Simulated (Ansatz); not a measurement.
## Al4P: balancing the decomposition

The calculation used DFT PBE, scalar-relativistic, plane waves, PAW in Ansatz. All cells share a 420 eV cutoff and Γ-centred k meshes spaced at most about 0.3 Å⁻¹ (about 0.25 or finer for metals, 2π included). No spin polarisation.

Formation energies are uncorrected and refer to the elements' standard structures at the same level. The references include black phosphorus.

All energies are static (0 K, no zero-point motion). The reference form of P is held partly by dispersion forces, which this level lacks.

A trial structure of Al4P (reached from: SnF4 type (I4/mmm); relaxed: space group I4/mmm (No. 139), a = 5.029 Å, c = 7.426 Å) has a formation energy of 0.165 eV/atom. At its composition the lowest mixture among the elements and 1 reference phase computed alike (others may be missing) consists of these:

| phase | source | ΔE_f (eV/atom) |
| --- | --- | --- |
| Al (solid) | element | 0.000 |
| AlP (F-43m) | Materials Project | -0.633 |

Task: Write the balanced decomposition and find its energy per atom, per formula unit and per mole of formula units.

Result: Balancing Al and P gives Al4P → 3 Al + AlP. The left side holds 5 atoms, and the products take 3/5 (Al) and 2/5 (AlP) of them. The mixture therefore lies at 3/5 × (0.000) + 2/5 × (-0.633) = -0.253 eV/atom. The reaction energy is -0.253 − (0.165) = -0.418 eV/atom. Times 5 atoms that is -2.090 eV per Al4P, and times 96.485 it is -202 kJ per mole of Al4P. Decomposition is downhill, so the trial structure is unstable against this mixture.
